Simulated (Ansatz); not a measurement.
# How far is PAW off for C?

```
CELL_PARAMETERS angstrom
1.22803 0.70900 3.34701
-1.22803 0.70900 3.34701
0.00000 -1.41800 3.34701
ATOMIC_POSITIONS crystal
C 0.16400 0.16400 0.16400
C 0.83600 0.83600 0.83600
```

Atoms are numbered in the order listed.

The cell is COD entry 1200018, as deposited and not checked against the literature; nothing was relaxed. It is an old determination, and later ones may differ.

Levels of theory: DFT, LDA, PAW with Ansatz's default frozen-core files, scalar-relativistic (Ansatz 0.2.0); DFT, LDA, all-electron LAPW, scalar-relativistic (Ansatz 0.2.0).

For PAW: a Γ-centred 17×17×17 k mesh, Fermi–Dirac smearing of 0.03 eV, cutoff 420 eV, no spin polarisation; the PAW files were made with PBE, and the program remakes their frozen cores for this functional. LAPW targets a basis error of 0.5 meV/atom. The Ansatz runs share mesh, smearing and spin set-up. Plane-wave (PAW) pressures include the program's estimate of the Pulay term.

Stress and pressure are positive in compression.

Levels count from the top of the valence band.

PAW results:

| quantity | PAW |
| --- | --- |
| pressure (GPa) | -4.10 |
| stress xx (GPa) | -5.80 |
| stress zz (GPa) | -0.72 |
| force on C1, z (eV/Å) | 0.911 |
| band gap (eV) | 0.249 |
| highest filled level at S0 (eV) | -0.694 |
| lowest empty level at S0 (eV) | 0.768 |
| highest filled level at T (eV) | -2.872 |
| lowest empty level at T (eV) | 8.475 |
| highest filled level at S2 (eV) | -0.694 |
| lowest empty level at S2 (eV) | 0.768 |

(1) What does LAPW (all electrons) give for the same quantities?

Results:

(1) 
```tsv
quantity	LAPW
pressure (GPa)	-4.07
stress xx (GPa)	-5.75
stress zz (GPa)	-0.72
force on C1, z (eV/Å)	0.910
band gap (eV)	0.249
highest filled level at S0 (eV)	-0.695
lowest empty level at S0 (eV)	0.767
highest filled level at T (eV)	-2.880
lowest empty level at T (eV)	8.459
highest filled level at S2 (eV)	-0.695
lowest empty level at S2 (eV)	0.767
```
